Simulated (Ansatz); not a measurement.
Crystal: SnO2.

```
Sn O
1.0
    -3.24890    3.41447    3.41402
     3.24890   -3.41447    3.41402
     3.24890    3.41447   -3.41402
Sn O
4 8
Cartesian
  -1.6244 1.7072 1.7070
  1.6244 1.7072 1.7070
  3.2489 -1.7072 1.7316
  0.0000 5.1217 1.6824
  1.6068 1.7072 3.7998
  -1.6068 1.7072 3.7998
  0.0000 0.3858 1.6793
  0.0000 3.0287 1.6793
  3.2489 0.3858 1.7347
  4.8557 1.7072 -0.3858
  3.2489 3.0287 1.7347
  1.6421 1.7072 -0.3858
```

The cell is a database's computed one.

```yaml
Program: Ansatz 0.2.0
Task: relaxation of cell and atoms
Functional: LDA
Potentials_or_basis: Ansatz PAW
Cutoff: "420 eV (not typed: the program's choice for these potentials)"
k_mesh: 5 × 5 × 5
Occupations: fermi-dirac, width 0.05 eV
Spin: no spin polarisation
```

At the start: volume 12.62 Å³/atom.

**Question.** Where does the relaxation end?

**Answer.** It ends after 8 steps and the volume is 11.86 Å³/atom (-6.1 %); space group P4_2/mnm (No. 136, to 0.05 Å).

Step by step:
| step | energy change (eV) | largest force (eV/Å) | volume (Å³) |
| --- | --- | --- | --- |
| 1 | 0.0000 | 0.1464 | 151.49 |
| 2 | -0.3940 | 0.0867 | 142.26 |
| 3 | -0.3934 | 0.0339 | 142.71 |
| 4 | -0.3949 | 0.0051 | 142.66 |
| 5 | -0.3950 | 0.0007 | 142.64 |
| 6 | -0.3483 | 0.0007 | 142.64 |
| 7 | -0.3513 | 0.0009 | 142.30 |
| 8 | -0.3488 | 0.0010 | 142.30 |

Final structure:
```
Sn O
1.0
    -3.19052    3.33918    3.33918
     3.19052   -3.33918    3.33918
     3.19052    3.33918   -3.33918
Sn O
4 8
Cartesian
  -1.5953 1.6696 1.6696
  1.5953 1.6696 1.6696
  3.1905 -1.6696 1.6696
  0.0000 5.0088 1.6696
  1.5952 1.6696 3.7137
  -1.5952 1.6696 3.7137
  0.0000 0.3745 1.6695
  0.0000 2.9647 1.6695
  3.1905 0.3745 1.6697
  4.7857 1.6696 -0.3745
  3.1905 2.9647 1.6697
  1.5953 1.6696 -0.3745
```

Caveat: the plane-wave basis is chosen anew once the cell has moved, so the energies of steps on either side of that aren't comparable; the pressure holds a Pulay correction of +1.1 GPa for the finite cutoff; the PAW data sets come from PBE, with cores solved anew for the run's functional, which leaves a small shift of forces and pressure.
